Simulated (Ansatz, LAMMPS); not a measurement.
# Amorphous Al2O3 (155 atoms): where an added charge goes, part 4 of 4

Aim: add and remove one electron in amorphous Al2O3 (155 atoms), with atoms held and relaxed, and read trapping energy and localisation.

Ansatz 0.2.0; Kohn-Sham DFT, PBE, PAW (set soft_1), plane waves.

The cell: 62 Al and 93 O. The quench rate of 20 K/ps is orders of magnitude faster than experiment. The network of bonds at the start is that of the classical potential that made the cell. Sampling is at Γ alone, for a cell whose shortest periodic width is 12 Å.

So far. Step 8 (Neutral at the geometry of the electron): Neutral at the geometry of the electron: the energy stands 0.0111 eV above that of the reference. Step 9 (An extra hole, atoms held): An extra hole, atoms held: the energy stands 4.19 eV below that of the reference, with a moment of 1.00 μB.

### Step 10. An extra hole, atoms relaxed

The atoms now respond to the charge; the energy gained comes from screening by the atoms, from trapping if the charge localises, and from any strain left in the reference.

input.yaml reads:

```yaml
crystal:
  lattice:
    - [12.2588, 0.0, 0.0]
    - [0.0, 12.2588, 0.0]
    - [0.0, 0.0, 12.2588]
  atoms:
    [... the 155 atom lines of step 4 ...]
total_charge: 1
kpoints:
  mp_grid: { grid: [1, 1, 1] }
hamiltonian:
  xc: pbe
  pseudopotentials: { kind: paw, azcp: { folder: soft_1 } }
scf:
  occupations: { method: fermi_dirac, width: 0.01 }
  lower_state_search: "off"
output:
  forces: true
magnetization:
  spin_polarized: true
  initial_magnetization: 1
relax:
  f_tol: 0.05
  max_steps: 90
```

On the command line:

```console
> ansatz run input.yaml --threads 4 --pin off --max-ram 8192MiB --backend cpu --events-out ev --progress --plain --runs-dir out
```

Numbers of over 12 decimals in the logs are rounded to 6 here.

What it wrote:

```text
[...]
Crystal: 155 atoms, lattice volume = 1842.230 Å³
Basis set: ecut = 420 eV, 36041 PW (Γ), exchange–correlation on 180×180×180 points (8 copies of the dense FFT grid, shifted against one another)
Bands: 527, of which v1, the nominal top of the filled ones, is band 372 counted from 1 (371 counted from 0)
Symmetry: 1 space group operations
[...]
k-points: 1
[...]
Starting moments: Σ|m| = 1 μB on 155 of 155 sites
[...]
SCF iter   1: F=—  HF=-86396.633911 eV  |F-HF|=—  |Δ(HF+E_count)|=         —  Δρ=6.35e-2 (↑6.35e-2 ↓6.32e-2)  dr2=3.04e2  dr2_m=2.59e-1  M=1.000 μB ∫|m|=1.024 μB  β_m=1.00  ethr=3.10e-3  ⟨swp⟩=6.0  Hψ=4078  notcnv=0  defer=240
[...]
SCF iter   2: F=—  HF=-86329.542668 eV  |F-HF|=—  |Δ(HF+E_count)|=         —  Δρ=2.81e-2 (↑2.70e-2 ↓2.81e-2)  dr2=6.68e1  dr2_m=2.74e-1  M=0.724 μB ∫|m|=0.874 μB  β_m=0.30  ethr=3.10e-3  ⟨swp⟩=2.0  Hψ=1970  notcnv=0  defer=298
[...]
SCF iter  15: F=—  HF=-86314.208023 eV  |F-HF|=—  |Δ(HF+E_count)|=   2.51e-1  Δρ=7.12e-3 (↑1.59e-3 ↓7.12e-3)  dr2=2.40e0  dr2_m=1.49e-1  M=1.000 μB ∫|m|=1.154 μB  β_m=0.30  ethr=6.62e-5  ⟨swp⟩=2.0  Hψ=1796  notcnv=0  defer=297
[...]
SCF iter  17: F=—  HF=-86313.931977 eV  |F-HF|=—  |Δ(HF+E_count)|=   1.41e-1  Δρ=3.17e-3 (↑8.25e-4 ↓3.17e-3)  dr2=5.09e-1  dr2_m=3.20e-2  M=0.902 μB ∫|m|=1.035 μB  β_m=0.24  ethr=6.62e-5  ⟨swp⟩=3.0  Hψ=1375  notcnv=0  defer=297
[...]
SCF iter  38: F=-86313.881959 eV  HF=-86313.881965 eV  |F-HF|=5.85e-6  |Δ(HF+E_count)|=   3.17e-7  Δρ=1.31e-5 (↑1.40e-6 ↓1.31e-5)  dr2=6.65e-6  dr2_m=7.49e-7  M=1.000 μB ∫|m|=1.099 μB  β_m=0.12  ethr=1.20e-9  ⟨swp⟩=1.0  Hψ=1819  notcnv=0
SCF iter  39: F=-86313.881965 eV  HF=-86313.881965 eV  |F-HF|=7.18e-8  |Δ(HF+E_count)|=   1.03e-7  Δρ=1.38e-6 (↑8.72e-7 ↓1.38e-6)  dr2=9.07e-8  dr2_m=8.11e-9  M=1.000 μB ∫|m|=1.099 μB  ethr=8.95e-10  ⟨swp⟩=1.0  Hψ=1819  notcnv=0
SCF 1 converged in 39 iterations: F = -86313.881965 eV  dr2 = 9.07e-8
[...]
relax step   1: F+E_penalty+E_count = -86313.88196492 eV  Δ(F+E_penalty+E_count) = +0.000e0 eV  max|allowed force component| = 9.379e-1 eV/Å  Δτ_max = 0.0000 Å  (39 SCF iters, dr2 threshold 6.25e-5 eV, accepted)
[...]
relax step   2: F+E_penalty+E_count = -86313.95904203 eV  Δ(F+E_penalty+E_count) = -7.708e-2 eV  max|allowed force component| = 6.590e-1 eV/Å  Δτ_max = 0.0233 Å  (15 SCF iters, dr2 threshold 5.50e-5 eV, accepted)
[...]
relax step   3: F+E_penalty+E_count = -86314.04203851 eV  Δ(F+E_penalty+E_count) = -8.300e-2 eV  max|allowed force component| = 1.628e-1 eV/Å  Δτ_max = 0.0585 Å  (18 SCF iters, dr2 threshold 2.71e-5 eV, accepted)
[...]
relax step   4: F+E_penalty+E_count = -86314.05417746 eV  Δ(F+E_penalty+E_count) = -1.214e-2 eV  max|allowed force component| = 9.487e-2 eV/Å  Δτ_max = 0.0224 Å  (18 SCF iters, accepted)
[...]
relax step   5: F+E_penalty+E_count = -86313.95851448 eV  Δ(F+E_penalty+E_count) = +9.566e-2 eV  max|allowed force component| = 4.311e-1 eV/Å  Δτ_max = 0.2000 Å  (20 SCF iters, rejected (line search))
[...]
relax step   6: F+E_penalty+E_count = -86314.06437784 eV  Δ(F+E_penalty+E_count) = -1.020e-2 eV  max|allowed force component| = 4.375e-2 eV/Å  Δτ_max = 0.0381 Å  (17 SCF iters, accepted)
SCF converged after 17 iterations
Magnetization: 0.9997 μB (371.9998 up, 371.0002 down)
Absolute magnetization: 1.1003 μB (∫|ρ↑−ρ↓|, with the PAW one-centre terms)
[...]
Per-site moments (μB) at R_I (Å): [(-3.428381372547426e-6, 0.724290), (-3.289853687822464e-5, 0.706531), (-3.261827055151201e-6, 0.763124), (5.715302107576285e-8, 0.732514), (-1.3761719219220798e-5, 0.696547), [...]
Free energy (F): -86314.064378 eV
[...]
Internal energy: -86314.054381 eV  (E = F + TS)
E sigma→0 (E₀):  -86314.059379 eV
Entropy (-TS):   -0.009997 eV (-0.064 meV/atom)
Fermi energy:    4.230882 eV
[...]
Σ components = -86314.064378   (vs F -86314.064378, Δ=0.00e0)
--- Forces (eV/Å), atoms counted from 1 ---
  atom   1  Al    -0.00742222    -0.00327087     0.00225940
  atom   2  Al     0.00018116     0.02478389    -0.01091621
  atom   3  Al     0.00392167    -0.01755057     0.00293168
  atom   4  Al    -0.00555792     0.00582453     0.00041689
[...]
atom 155  O      0.00258482    -0.01185283     0.00039684
  max |Σ_I F_I| component: 6.46e-5 eV/Å
--- Relaxed structure (6 steps of the walk, 5 accepted, 0 SCFs on fresh bases) ---
  F+E_penalty+E_count = -86314.06437784 eV   max|allowed force component| = 4.375e-2 eV/Å
  atoms:
    - { symbol: Al, position: [0.929740, 0.997646, 0.371413] }
    - { symbol: Al, position: [0.401213, 0.780561, 0.897609] }
    - { symbol: Al, position: [0.022023, 0.529550, 0.242981] }
    - { symbol: Al, position: [0.871546, 0.350781, 0.649138] }
[...]
- { symbol: O, position: [0.659720, 0.076262, 0.751333] }
```

It took 9.1 min on 4 threads of Arm Neoverse V1, shared host; peak memory 4.6 GiB; 36 min of CPU time.

The relaxation converged after 6 steps, 0.182 eV below its start, with a largest force component of 0.044 eV/Å.

An extra hole, atoms relaxed: the energy stands 4.37 eV below that of the reference, with a moment of 1.00 μB.

### Step 11. An extra hole, levels at the relaxed geometry

A single point at the new geometry gives levels and spin density.

Input and log are left out; they have the form of those shown for this kind of step.

The job ended after 3.1 min (4 threads of Arm Neoverse V1, shared host; peak memory 4.7 GiB; 12 min of CPU time).

An extra hole, levels at the relaxed geometry: the energy stands 4.37 eV below that of the reference, with a moment of 1.00 μB.

The surroundings of O74, which holds the most spin, nearest first, numbered as they follow in the input and with coordinates relative to it.

| atom | x | y | z | distance (Å) | Löwdin charge (e) | moment (μB) |
| --- | --- | --- | --- | --- | --- | --- |
| O74 | 0.00 | 0.00 | 0.00 | 0.00 | -0.70 | 0.29 |
| Al60 | -0.28 | -1.73 | -0.06 | 1.75 | 1.36 | 0.00 |
| Al49 | -0.02 | 1.57 | -0.80 | 1.76 | 1.34 | 0.00 |
| O63 | -0.04 | -2.09 | 1.71 | 2.70 | -0.83 | 0.00 |
| O71 | 1.84 | 1.64 | -1.20 | 2.74 | -0.82 | 0.04 |
| O146 | -1.98 | 1.57 | -1.07 | 2.75 | -0.75 | 0.15 |
| O132 | -1.02 | 1.05 | 2.46 | 2.87 | -0.81 | 0.01 |
| O76 | 0.69 | -2.55 | -1.25 | 2.92 | -0.83 | 0.04 |
| O145 | -2.08 | -2.08 | -0.23 | 2.95 | -0.82 | 0.02 |
| O70 | 0.14 | 2.93 | 0.37 | 2.96 | -0.84 | 0.00 |
| O86 | -1.49 | -0.80 | -2.44 | 2.97 | -0.82 | 0.01 |
| Al11 | -0.49 | -0.64 | 2.88 | 2.99 | 1.34 | 0.00 |
| O139 | -0.11 | 1.57 | -2.67 | 3.10 | -0.84 | 0.00 |

The distance from O74 to O146 changes most, from 2.88 Å in the neutral cell to 2.75 Å.

The levels nearest the highest filled one (over half full), pooled over k-points and spins:

| level less the highest filled one (eV) | occupation |
| --- | --- |
| -0.144 | 1 |
| -0.0732 | 1 |
| -0.0615 | 0.999 |
| 0 | 0.803 |
| 0.028 | 0.198 |
| 3.53 | 0 |
| 3.54 | 0 |
| 4.90 | 0 |

Spin density in the ac plane at fractional y = 0.200, with atoms of Al and O within 0.2 Å of it.

Ten even steps from '0' (0.00 e/Å³) to '9' (0.13 e/Å³), each cell a mean:
```
00000000000000000000010000000000000
00000000000000000000000000000000000
00000000000000000000000000000000000
00000000000000000000000000000000000
00000000000000000000000000000000000
00000000000000000000000000000000000
00000000000000001100000000000000000
00000000000000002100000000000000000
00000000000000001100000000000000000
00000000000000000000000000000000000
00000000000000000000000000000000000
00000000000000000000000000000000000
00000000000000000000000000000000000
00000000000017720000000011000000000
00000000000018930000000132000000000
00000000000000000000000000000000000
00000000000000000000000000000000000
00000000000000000000000000000000000
00000000000000000000000000000000000
00000000000000000000000000000000000
00000000000000000000000000000000000
00000000000000000000000000000000000
00000000000000000000000000000000000
00000000000000000000000000000000000
```
Columns run along a (12.3 Å), rows up along c (12.3 Å). Atoms in or near the plane, at fractional coordinates: Al at (0.94, 0.18), Al at (0.33, 0.66), Al at (0.68, 0.24), Al at (0.41, 0.25), Al at (0.72, 0.78), Al at (0.25, 0.42), O at (0.20, 0.73), O at (0.59, 0.97), O at (0.82, 0.67), O at (0.47, 0.68), O at (0.81, 0.90), O at (0.08, 0.13).

### Step 12. Neutral at the geometry of the hole

The neutral cell at the new geometry gives the energy of that geometry without the charge.

Input and log are left out; they have the form of those shown for this kind of step.

Wall time 59 s (4 threads of Arm Neoverse V1, shared host); peak memory 2.7 GiB; 3.8 min of CPU time.

Neutral at the geometry of the hole: the energy stands 0.343 eV above that of the reference.

### Step 13. Energies and spread of the extra charge

Energies are differences within one cell and functional; the shift is the gain plus the neutral cell's energy at the new geometry, that is how much cheaper the vertical process becomes there. The spread is the participation number of the site moments (1/Σw², over the spin inside atomic spheres), with the atom that holds the largest share and the spin that the spheres hold in all.

| carrier | charged less neutral, atoms held (eV) | gain on relaxing (eV) | neutral cell at that geometry, less the reference (eV) | shift of the vertical energy (eV) | spread, atoms held | spread, relaxed |
| --- | --- | --- | --- | --- | --- | --- |
| electron | 7.716 | 0.011 | 0.011 | 0.022 | - | - |
| hole | -4.188 | 0.182 | 0.343 | 0.526 | 16; O74 18 % of 0.81 μB | 6; O74 35 % of 0.82 μB |

### Step 14. What came out

The extra electron gains 0.011 eV as the atoms relax: so small a gain shows no trapping at this level. The cell with the electron keeps a moment of only 0.18 μB where one unpaired electron should give 1 μB: the carrier is shared between both spins, which can hide trapping. The extra hole gains 0.18 eV as the atoms relax, and its spin goes from about 16 to 6 atoms: a partial localisation as the atoms move, with the largest share on O74. The O74–O146 distance goes from 2.88 to 2.75 Å. The hole is shared among 2 partly filled levels, as near-degenerate levels under the smearing give, and as self-interaction favours. Adding the two vertical energies gives 3.53 eV, against a gap of 3.13 eV in the neutral cell. The zero of the potential cancels in this sum; the excess isn't taken apart here: charging of a small cell, filling of bands on a coarse mesh and the attraction to the background can all enter.

**Limits.** Single energies of charged cells hang on the program's zero of potential. In the spin-polarised runs the search for a state of lower energy was switched off. No distortion was seeded, so a trapped state behind a barrier can't be found. Local and semilocal functionals favour spread-out charges, so trapping can be missed. Charged cells carry a uniform background, with no correction for images.

The DFT runs together took 36 min of wall time.

[Logs are printed without paths, hosts, clocks, repeated set-up lines and the standing remarks that a program may print on its own settings, such as how far it seeks lower states.]

[Hosts, paths, dates, database ids (printed as entryN), source tags and the programs' standing remarks are cut or masked in the printed files.]
